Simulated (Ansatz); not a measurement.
Formation energy of Li2O

Level of theory: DFT, PBE, scalar-relativistic, no spin polarisation; plane waves to 420 eV with PAW datasets (Ansatz 0.2.0), 12×12×12 k-mesh, Gaussian smearing of 0.05 eV. The datasets are Ansatz's generated set soft_2.

The chain of runs began from a cell as deposited in COD, expanded in volume.

Symmetry: Fm-3m, No. 225, cubic system. The conventional cell has a = 4.628 Å, b = 4.628 Å, c = 4.628 Å, α = 90.00°, β = 90.00°, γ = 90.00°. Around Li (site symmetry -43m) lie 4 O at 2.00 Å. Around O (site symmetry m-3m) lie 8 Li at 2.00 Å. (Shells end 15 % past the nearest neighbour.)

The elements were computed in their standard states (gases as isolated molecules) with the same datasets, cutoff and functional. Absolute energies hang on the potentials; compare differences alone.

Energy of the relaxed cell (3 atoms, smearing extrapolated to zero): -979.863 eV. Elements, in eV/atom: Li -204.686, O -564.968.

Q: What is the formation energy?

A: [-979.863 − (2 × -204.686 + 1 × -564.968)] / 3 = -1.84 eV/atom, or -178 kJ per mole of atoms.

The value is for 0 K, without zero-point energy and without any correction for the binding of gas molecules. Uncorrected semilocal values for oxides, chalcogenides and halides often miss by tenths of an eV an atom. A negative value shows stability against the elements alone, not against other compounds or structures.

Bader charges against formal ones: Li +0.86 (+1), O −1.71 (−2). The cations give up 86 % of the formal charge; Bader charges stay under formal ones because the anions' density reaches into the cations' basins, though a share this high marks a strongly ionic bond.

Formal charges Li⁺, O²⁻ balance and leave closed shells on every ion, so a band insulator is expected, and the gap is 4.98 eV.

Kohn–Sham gaps of semilocal functionals lie under measured ones, often by a third or more.
